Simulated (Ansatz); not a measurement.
Run this with Ansatz 0.2.0 through its Python package and show what comes out.

`aln_dfpt.py`
```python
# -*- coding: utf-8 -*-
"""DFPT phonons of AlN."""

from pathlib import Path

import ansatz
import numpy as np

vectors = np.array([
    [0.0, 2.183994, 2.183994],
    [2.183994, 0.0, 2.183994],
    [2.183994, 2.183994, 0.0],
])
crystal = (
    ansatz.Lattice.of(vectors)
    .atom("Al", (0.0, 0.0, 0.0))
    .atom("N", (0.75, 0.75, 0.75))
)

job = (
    crystal.calculation()
    .functional("PBEsol", dispersion="d4")
    .occupations("cold")
    .scf(tolerance=1e-10)
    .kpoints(8, 8, 8)
    .phonons("dfpt", points=[(0, 0, 0), (0.5, 0.5, 0)])
)
outcome = job.run(runs_dir="runs")
ph = outcome.phonons

for q in ph.qpoints:
    thz = np.asarray(q.omega_inv_cm) / 33.35641
    print("q = ({:.2f}, {:.2f}, {:.2f})".format(*q.q_frac), np.round(thz, 2) + 0.0, "THz")
```

```console
$ python aln_dfpt.py
DeckWarning: basis.ecutwfc = 420 eV, auto-derived from the records' recommended cutoffs: set by Al (normal level)
q = (0.00, 0.00, 0.00) [ 0.    0.    0.   19.62 19.62 19.62] THz
q = (0.50, 0.50, 0.00) [ 9.93  9.93 17.51 19.77 19.77 21.22] THz
```
(Warnings from the package without file and line.)

Notes:
- The cell isn't relaxed first, so the values belong to this volume.
- No non-analytic term is added, so at the zone centre the longitudinal optical modes of a polar crystal aren't split off.
- The structure comes from a database of computed cells and needn't be a stable or known phase.
- The structure is taken as given; imaginary modes can come from an unrelaxed or unstable start.
- Hardware and time: 19 s on 1 thread of Arm Neoverse V1 (shared host), peak memory 0.45 GiB.
